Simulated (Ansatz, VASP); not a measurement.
Two plane-wave programs on CdTe

```xyz
2
Lattice="0.0000 3.4069 3.2447 3.2447 0.0000 3.2447 3.2447 3.4069 0.0000" Properties=species:S:1:pos:R:3 pbc="T T T"
Cd    0.0000    0.0000    0.0000
Te    4.8670    5.1104    4.8670
```

Change from the starting cell: strain +0.0500 x Voigt [0, 1, 0, 0, 0, 0], atoms carried along.

Alike in both runs: task single point; functional PBEsol; k mesh 8 × 8 × 8; occupations gaussian, width 0.05 eV; no spin polarisation.

|  | VASP | Ansatz |
| --- | --- | --- |
| version | VASP 6.6.1 | Ansatz 0.2.0 |
| potentials or method | VASP PAW PBE potentials, release 64 (Cd, Te) | scalar-relativistic, plane waves, PAW |
| plane-wave cutoff (eV) | 520 | 420 |
| valence electrons in the cell | 18 | 36 |

|  | VASP | Ansatz | Ansatz less VASP |
| --- | --- | --- | --- |
| gap on the k mesh at the Fermi level (eV) | 0.44 | 0.44 | -0.001 |
| least direct gap on the mesh (eV) | 0.44 | 0.44 | -0.001 |
| pressure (GPa) | -1.7 | -1.8 | -0.13 |
| largest component of the traceless stress (GPa) | 0.65 | 0.65 | +0.002 |

The two sets of potentials don't hold the same shells in valence.

Caveats: the PAW data sets were made with another functional, which shifts forces and pressure a little (VASP); spin-orbit coupling is left out, which moves the levels of the heavy elements.
